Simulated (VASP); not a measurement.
Crystal: PtS2.

```xyz
3
Lattice="3.5432 0.0000 0.0000 -1.7716 3.0685 0.0000 0.0000 0.0000 5.0388" Properties=species:S:1:pos:R:3 pbc="T T T"
Pt    0.0000    0.0000    0.0000
S     1.7716    1.0228    3.8950
S     0.0000    2.0457    1.1438
```

| Property | Result |
| --- | --- |
| Program | VASP 6.6.1 |
| Task | relaxation of cell and atoms |
| Functional | BEEF-vdW |
| Potentials or basis | VASP PAW PBE potentials, release 64 (Pt, S) |
| Cutoff | 600 eV |
| k mesh | 9 × 9 × 5 |
| Occupations | fermi-dirac, width 0.05 eV |
| Spin | no spin polarisation |

At the start: pressure 12.4 GPa; volume 18.26 Å³/atom.

Where does the relaxation end?

Over 28 steps the energy falls by 74.6 meV/atom and the volume is 21.57 Å³/atom (+18.1 %); space group P-3m1 (No. 164, to 0.05 Å).

The path:
| step | energy change (eV) | largest force (eV/Å) | pressure (GPa) | volume (Å³) |
| --- | --- | --- | --- | --- |
| 1 | 0.0000 | 1.4708 | 12.44 | 54.78 |
| 2 | 0.2356 | 1.3492 | -12.46 | 66.81 |
| 3 | -0.1886 | 0.0921 | -0.65 | 59.12 |
| 4 | -0.1889 | 0.1352 | -0.26 | 58.95 |
| 5 | -0.1889 | 0.1574 | -0.05 | 58.86 |
| 6 | -0.1989 | 0.0532 | 0.08 | 58.84 |
| 7 | -0.2037 | 0.0902 | 0.26 | 58.78 |
| 8 | -0.2037 | 0.0853 | 0.25 | 58.79 |
| 9 | -0.2050 | 0.1040 | 0.04 | 59.07 |
| 10 | -0.2077 | 0.1590 | -0.58 | 59.93 |
| 11 | -0.2089 | 0.2667 | -1.66 | 61.65 |
| 12 | -0.2091 | 0.2293 | -1.32 | 61.06 |
| 13 | -0.2093 | 0.2277 | -1.30 | 61.09 |
| 14 | -0.2100 | 0.2232 | -1.26 | 61.18 |
| 15 | -0.2112 | 0.2137 | -1.19 | 61.35 |
| 16 | -0.2136 | 0.1938 | -1.04 | 61.69 |
| 17 | -0.2178 | 0.1499 | -0.72 | 62.38 |
| 18 | -0.2230 | 0.0442 | -0.05 | 63.73 |
| 19 | -0.2145 | 0.2287 | 1.51 | 66.38 |
| 20 | -0.2235 | 0.0370 | 0.39 | 64.25 |
| 21 | -0.2235 | 0.0310 | 0.36 | 64.18 |
| 22 | -0.2237 | 0.0161 | 0.20 | 64.52 |
| 23 | -0.2237 | 0.0032 | 0.05 | 64.82 |
| 24 | -0.2237 | 0.0055 | 0.07 | 64.77 |
| 25 | -0.2237 | 0.0112 | 0.13 | 64.64 |
| 26 | -0.2237 | 0.0073 | 0.09 | 64.73 |
| 27 | -0.2237 | 0.0069 | 0.08 | 64.74 |
| 28 | -0.2237 | 0.0028 | 0.05 | 64.71 |

Final structure:
```
Pt S
1.0
     3.57863    0.00000    0.00000
    -1.78932    3.09919    0.00000
     0.00000    0.00000    5.83422
Pt S
1 2
Direct
  0.00000 0.00000 0.00000
  0.66667 0.33333 0.78646
  0.33333 0.66667 0.21354
```

Caveat: the volume moved by over 15 % at a fixed basis, so the end points are rough; the PAW data sets were made with another functional, which shifts forces and pressure a little; the volume moved by +18 % from the deposited cell, more than functionals usually miss.
